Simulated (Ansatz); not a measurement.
# InSe (R3m) in Ansatz: notebook

Runs on InSe. Level: PBE. Tasks: single point.

Everything below comes from runs of Ansatz 0.2.0. Logs are shortened: lines on timing, memory, paths and dates and some standing lists are left out, and cuts for length are marked.

**The experiment to reproduce.**

“The Interaction of Hydrogen with the van der Waals Crystal γ-InSe”, 2020, pmc:7321205 reports, for a bulk crystal of InSe at 300 K: band gap 1.25 eV.

How close the calculation comes is told below.

### Step 1. The crystal as given

Symmetry: R3m, No. 160, trigonal system. The conventional cell has a = 4.000 Å, b = 4.000 Å, c = 25.320 Å, α = 90.00°, β = 90.00°, γ = 120.00°. Around In (site symmetry 3m) lie 3 Se at 2.63 Å and 1 In at 2.82 Å. In (site symmetry 3m) is surrounded by 3 Se at 2.64 Å and 1 In at 2.82 Å. Se (site symmetry 3m) has 3 In at 2.63 Å as nearest neighbours. Se (site symmetry 3m) has 3 In at 2.64 Å as nearest neighbours.

### Step 2. Single point, PBE

Input file input.yaml:

```yaml
crystal:
  lattice:
    - [2.0, 1.1547005384, 8.44]
    - [-2.0, 1.1547005384, 8.44]
    - [0.0, -2.3094010768, 8.44]
  atoms:
    - { symbol: In, position: [0.8886, 0.8886, 0.8886] }
    - { symbol: In, position: [0.0, 0.0, 0.0] }
    - { symbol: Se, position: [0.1719, 0.1719, 0.1719] }
    - { symbol: Se, position: [0.3835, 0.3835, 0.3835] }
hamiltonian:
  xc: pbe
  pseudopotentials: { kind: paw }
kpoints:
  mp_grid: { grid: [8, 8, 8] }
scf:
  occupations: { method: gaussian, width: 0.029 }
output:
  forces: true
  stress: true
  eigenvalues: true
```

Potentials or basis: Ansatz PAW.

The run is started by

```
> ansatz run input.yaml --threads 2 --pin off --max-ram 5632MiB --backend cpu --events-out ev --progress --plain --runs-dir out
```

Log:

```text
Warning: RAYON_NUM_THREADS=2 ignored (pool sized by the plan → 2); use --threads N
basis.fft_grid_basis auto: the FFT boxes are laid along the combinations [[1, 0, -1], [0, 1, -1], [0, 0, 1]] of the cell's own vectors, 4.000, 4.000 and 8.750 Å long. The dense box has 27×27×60 points. Along the cell's own vectors, as sized, it would have 60×60×60, 4.94 times as many. Of the 6 symmetry operations that the crystal satisfies within crystal.symmetry.tolerance (time reversal apart; of a slab, those that keep its plane) the dense box along the cell's own vectors carries 6, and the one as laid loses 4 of those. basis.fft_grid_basis: typed keeps the cell's own vectors: state it where this run's energies or levels are differenced outside the engine with another run's, or held beside a run that keeps those vectors.
Engine: ansatz 0.2.0, x86_64-unknown-linux-gnu
Pseudopotentials: kind: paw
Pseudopotential: In, paw, valence charge 13, recommended cutoff 420 eV (normal), In.paw.azcp
Pseudopotential: Se, paw, valence charge 16, recommended cutoff 420 eV (normal), Se.paw.azcp
Functional definition: PBE
  parameter kappa = 0.804
  parameter beta = 0.06672455060314922
  exchange = pbe_x(kappa = kappa, mu = beta*pi^2/3)
  correlation = pbe_c(beta = beta)
Crystal: 4 atoms, lattice volume = 116.948 Å³
Basis set: ecut = 420 eV, 2309 PW (Γ), FFT grids on a1−a3, a2−a3, a3, exchange–correlation on 54×54×120 points (8 copies of the dense FFT grid, shifted against one another)
Bands: 35, of which v1, the nominal top of the filled ones, is band 29 counted from 1 (28 counted from 0)
Symmetry: 6 space group operations
Space group: R3m (ITA 160), of the structure as read, at distance tolerance 4.9e-5 Å
k-points: 65 of 512 (time reversal used)
Non-local potential: In, projectors of the file, l = 0: 2, l = 1: 2, l = 2: 2, l = 3: 2
Non-local potential: Se, projectors of the file, l = 0: 2, l = 1: 2, l = 2: 3, l = 3: 1
PAW form: soft (Blöchl's): semilocal exchange-correlation on the pseudo side does not see the compensation charge
PAW one-centre angular grid: In, 590 points (default); XC on 64 Gauss nodes
PAW one-centre angular grid: Se, 590 points (default); XC on 64 Gauss nodes
Initial density: superposition of atomic densities (neutral atoms: chi_scale 0, normalization atom), corrected by the library's trained network
Initial wavefunctions: pseudopotential atomic-orbital guess
Functional: x = pbe(κ = 0.804, μ = 0.2195149727645171), c = pbe(β = 0.06672455060314922)
SCF iter   1: F=—  HF=-22135.870660 eV  |F-HF|=—  |Δ(HF+E_count)|=         —  Δρ=1.72e-3  dr2=1.07e-2  ethr=1.77e-3  ⟨swp⟩=6.8  Hψ=9410  notcnv=0
preconditioner: auto → Resta (q_TF=auto, 2.427 Å⁻¹)  ε∞=3.3  [insulator: Δε(μ)=0.436 eV  Ē_g=13.996 eV  σ=0.029 eV  W_gap=1.00  n_scr=30 (ndim 8)  ℏωp=21.2 eV  f_vac=0.086  D(μ)=0.00/eV (n_scr^D=0)  ε∞_Penn≈3.3]
SCF iter   2: F=—  HF=-22135.866604 eV  |F-HF|=—  |Δ(HF+E_count)|=   4.06e-3  Δρ=7.77e-4  dr2=6.10e-4  ethr=1.84e-5  ⟨swp⟩=2.1  Hψ=4284  notcnv=0  defer=76
SCF iter   3: F=—  HF=-22135.866628 eV  |F-HF|=—  |Δ(HF+E_count)|=   2.46e-5  Δρ=3.82e-4  dr2=1.60e-4  ethr=1.05e-6  ⟨swp⟩=2.0  Hψ=3350  notcnv=0  defer=11
automatic band count: iteration 3 solves 34 bands in place of 35: the levels show a gap, and the empty bands left out lie too high to hold charge; the band table lists the bands solved (type scf.n_extra_bands for more)
SCF iter   4: F=—  HF=-22135.866722 eV  |F-HF|=—  |Δ(HF+E_count)|=   9.38e-5  Δρ=1.07e-4  dr2=1.61e-5  ethr=2.75e-7  ⟨swp⟩=2.2  Hψ=2903  notcnv=0  defer=11
SCF iter   5: F=—  HF=-22135.866724 eV  |F-HF|=—  |Δ(HF+E_count)|=   1.65e-6  Δρ=2.64e-5  dr2=1.69e-6  ethr=2.78e-8  ⟨swp⟩=2.0  Hψ=4084  notcnv=0  defer=11
SCF iter   6: F=—  HF=-22135.866725 eV  |F-HF|=—  |Δ(HF+E_count)|=   1.17e-6  Δρ=8.81e-6  dr2=1.26e-7  ethr=2.91e-9  ⟨swp⟩=2.0  Hψ=4084  notcnv=0  defer=11
SCF iter   7: F=-22135.866725 eV  HF=-22135.866725 eV  |F-HF|=5.85e-9  |Δ(HF+E_count)|=   2.01e-7  Δρ=2.07e-6  dr2=5.68e-9  ethr=1.72e-10  ⟨swp⟩=5.5  Hψ=7790  notcnv=0
SCF 1 converged in 7 iterations: F = -22135.866725 eV  dr2 = 5.68e-9
SCF converged after 7 iterations
Free energy (F): -22135.866725 eV
Harris-Foulkes:  -22135.866725 eV  (|F-HF|=5.85e-9)
Internal energy: -22135.866725 eV  (E = F + TS)
E sigma→0 (E₀):  -22135.866725 eV
Fermi energy:    7.500397 eV
--- Per-component energies (eV) ---
  E_band       = -912.716192
  E_kinetic    = 723.453257
  E_local      = -7917.558936  (includes V_loc(G=0)·N_el)
  E_nonlocal   = -457.102014
  E_hartree    = 3651.301694
  E_xc         = -639.046412
  E_vxc        = -394.939757  (∫ρ·V_xc dr)
  E_paw        = -12132.709343  (= ΣΔE_a)
  E_vpaw       = -169.173042  (= ΣTr[D̂ρ^β])
  E_aug_tail   = -0.001156  (compensation charges beyond the density's cutoff)
  E_ewald      = -5364.203816
  E_smearing   = -0.000000  (= −TS)
  E_closure    = -0.000000  (closes the sum)
  Σ components = -22135.866725   (vs F -22135.866725, Δ=0.00e0)
--- Forces (eV/Å), atoms counted from 1 ---
  atom   1  In     0.00000000    -0.00000000     0.36503901
  atom   2  In     0.00000000     0.00000000    -0.34950335
  atom   3  Se     0.00000000     0.00000000    -0.25774508
  atom   4  Se     0.00000000    -0.00000000     0.24220270
  max |Σ_I F_I| component: 6.73e-6 eV/Å
--- Stress (GPa, compression-positive) ---
        3.147729       0.000000       0.000000
        0.000000       3.147729      -0.000000
       -0.000000      -0.000000       1.952735
  P = ⅓ Tr σ = 2.7494 GPa (27.494 kbar)
--- Band table (eV; the first three rows and the last of 65) ---
  k-point 0: bands = ["-40.1872", "-40.1872", "-40.1790", "-40.1790", "-40.1580", "-40.1580", "-40.1513", "-40.1513", "-40.1471", "-40.1409", "-7.4962", "-7.3268", "-7.3268", "-7.2545", "-7.2545", "-7.2315", "-7.2315", "-7.0646", "-7.0646", "-7.0617", "-6.2777", "-5.8781", "0.9893", "3.8415", "5.7711", "5.9754", "5.9754", "6.0684", "6.0684", "8.9779", "9.3883", "11.6843", "11.6843", "12.4647"]
  k-point 1: bands = ["-40.1872", "-40.1872", "-40.1790", "-40.1790", "-40.1580", "-40.1580", "-40.1513", "-40.1513", "-40.1470", "-40.1409", "-7.5024", "-7.3822", "-7.3231", "-7.3222", "-7.2432", "-7.2357", "-7.2246", "-7.0993", "-7.0659", "-7.0035", "-6.1010", "-5.7311", "1.1018", "3.5703", "4.9890", "5.5897", "5.7789", "5.9031", "6.1730", "9.3195", "10.0693", "10.9857", "11.8361", "12.1210"]
  k-point 2: bands = ["-40.1872", "-40.1871", "-40.1790", "-40.1789", "-40.1580", "-40.1580", "-40.1514", "-40.1513", "-40.1470", "-40.1408", "-7.5602", "-7.4431", "-7.4302", "-7.3185", "-7.2458", "-7.2162", "-7.2032", "-7.1163", "-7.0688", "-6.9524", "-5.6824", "-5.3741", "1.2978", "2.7979", "3.8057", "5.2390", "5.3869", "5.5232", "6.2778", "9.3111", "9.4837", "11.3338", "11.5275", "12.0502"]
  k-point 64: bands = ["-40.1872", "-40.1872", "-40.1790", "-40.1790", "-40.1580", "-40.1580", "-40.1513", "-40.1513", "-40.1471", "-40.1409", "-7.4959", "-7.3270", "-7.3270", "-7.2544", "-7.2544", "-7.2315", "-7.2315", "-7.0706", "-7.0645", "-7.0645", "-6.1355", "-6.0273", "1.3378", "2.9477", "5.9076", "5.9076", "6.1426", "6.1426", "7.2794", "7.7214", "9.4493", "11.6020", "11.6020", "12.9028"]
```

Run time: 17 s. Hardware: 2 threads of Intel Xeon at 2.50GHz (Skylake/Cascade Lake), shared host; peak memory 0.51 GiB.

Results:

* Free energy: -22135.8667 eV
* Pressure: 2.7 GPa
* Largest force: 0.365 eV/Å
* Band gap on the k mesh: 0.44 eV, direct

Forces in eV/Å, atoms in the order of the input:
```
In   0.000  0.000  0.365
In   0.000  0.000 -0.350
Se   0.000  0.000 -0.258
Se   0.000  0.000  0.242
```

Levels at points of the mesh, in eV from the valence-band top:
| k point | band 25 | band 26 | band 27 | band 28 | band 29 | band 30 | band 31 | band 32 | band 33 | band 34 |
| --- | --- | --- | --- | --- | --- | --- | --- | --- | --- | --- |
| (0.00, 0.00, 0.00) | -1.51 | -1.30 | -1.30 | -1.21 | -1.21 | 1.70 | 2.11 | 4.40 | 4.40 | 5.19 |
| (0.00, 0.00, -0.50) | -3.46 | -2.38 | -2.34 | -2.24 | -1.67 | 1.22 | 1.97 | 3.64 | 3.99 | 4.81 |
| (0.00, -0.50, -0.50) | -3.22 | -2.65 | -2.50 | -2.05 | -1.50 | 1.19 | 1.98 | 3.30 | 3.62 | 4.41 |
| (-0.50, -0.50, -0.50) | -1.37 | -1.37 | -1.14 | -1.14 | 0.00 | 0.44 | 2.17 | 4.32 | 4.32 | 5.62 |

Caveat: spin-orbit coupling is left out, which moves the levels of the heavy elements.

### Step 3. Single point, PBE

Changes to input.yaml since step 2:

```diff
@@ -16,3 +16,3 @@
 scf:
-  occupations: { method: gaussian, width: 0.029 }
+  occupations: { method: gaussian, width: 0.03 }
 output:
@@ -21 +21,5 @@
   eigenvalues: true
+  write_density: true
+  write_potential: true
+  elf: true
+  volumetric_format: npy
```

Potentials or basis: Ansatz PAW.

The run is started by

```
> ansatz run input.yaml --threads 2 --pin off --max-ram 5632MiB --backend cpu --events-out ev --progress --plain --runs-dir out
```

Wall time 23 s (2 threads of Intel Xeon at 2.50GHz (Skylake/Cascade Lake), shared host); peak memory 0.52 GiB.

Results (log left out):

```
Free energy            : -22135.8667 eV
Pressure               : 2.7 GPa
Largest force          : 0.365 eV/Å
Band gap on the k mesh : 0.44 eV, direct
```

Forces in eV/Å, atoms in the order of the input:
```
In   0.000  0.000  0.365
In   0.000  0.000 -0.350
Se   0.000  0.000 -0.258
Se   0.000  0.000  0.242
```

Stress tensor (GPa, compression positive):
```
3.15 0.00 0.00
0.00 3.15 0.00
0.00 0.00 1.95
```

Levels at points of the mesh, in eV from the valence-band top:
```csv
k point,band 26,band 27,band 28,band 29,band 30,band 31,band 32,band 33
"(0.00, 0.00, 0.00)",-1.30,-1.30,-1.21,-1.21,1.70,2.11,4.40,4.40
"(0.00, 0.00, -0.50)",-2.38,-2.34,-2.24,-1.67,1.22,1.97,3.64,3.99
"(0.00, -0.50, -0.50)",-2.65,-2.50,-2.05,-1.50,1.19,1.98,3.30,3.62
"(-0.50, -0.50, -0.50)",-1.37,-1.14,-1.14,0.00,0.44,2.17,4.32,4.32
```

Caveat: spin-orbit coupling is left out, which moves the levels of the heavy elements.

### Step 4. Comparison with measurements

Step 2. A measured gap of InSe is 1.25 eV (300 K; “The Interaction of Hydrogen with the van der Waals Crystal γ-InSe”, 2020, pmc:7321205); the calculated 0.44 eV misses it by -0.81 eV. Spin-orbit coupling on In, Se is left out. The value is that of PBE on a finite k mesh, which can miss the band edges, without temperature or zero-point motion. Semilocal functionals fall short of measured gaps as a rule.

Step 3. A measured gap of InSe is 1.25 eV (300 K; “The Interaction of Hydrogen with the van der Waals Crystal γ-InSe”, 2020, pmc:7321205); the calculated 0.44 eV misses it by -0.81 eV. Spin-orbit coupling on In, Se is left out. The value is that of PBE on a finite k mesh, which can miss the band edges, without temperature or zero-point motion. Semilocal functionals fall short of measured gaps as a rule.
